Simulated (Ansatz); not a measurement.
The system is InPd.

```
CELL_PARAMETERS angstrom
3.27188 0.00000 0.00000
0.00000 3.27188 0.00000
0.00000 0.00000 3.27188
ATOMIC_POSITIONS crystal
In 0.00000 0.00000 0.00000
Pd 0.50000 0.50000 0.50000
```

The cell comes from a database or a generator and needn't be the stable form of this composition.

Base run:

| Quantity | Value |
| --- | --- |
| Program | Ansatz 0.2.0 |
| Functional | PBEsol |
| Potentials or basis | all-electron PAW datasets made for the crystal |
| Cutoff | 260 eV |
| Density cutoff | 1040 eV |
| k mesh | 8 × 8 × 8 |
| Occupations | fermi-dirac, width 0.05 eV |
| Spin | no spin polarisation |

Its results: pressure -3.0 GPa.

After a change of settings the same cell gave: pressure 2.0 GPa. Which change was it?
A. potentials or basis from all-electron PAW datasets made for the crystal to all-electron LAPW, non-relativistic; cutoff from 260 eV to 251 eV; density cutoff from 1040 eV to 1002 eV
B. functional from PBEsol to PBE; potentials or basis from all-electron PAW datasets made for the crystal to all-electron LAPW, scalar-relativistic; cutoff from 260 eV to 250 eV; density cutoff from 1040 eV to 1002 eV
C. potentials or basis from all-electron PAW datasets made for the crystal to all-electron LAPW, scalar-relativistic; cutoff from 260 eV to 250 eV; density cutoff from 1040 eV to 1002 eV
D. functional from PBEsol to LDA; potentials or basis from all-electron PAW datasets made for the crystal to all-electron LAPW, scalar-relativistic; cutoff from 260 eV to 250 eV; density cutoff from 1040 eV to 1002 eV

A.

Caveats: relativity is left out, which matters for the heavier elements (some runs).

Not every run made on this cell is shown here.
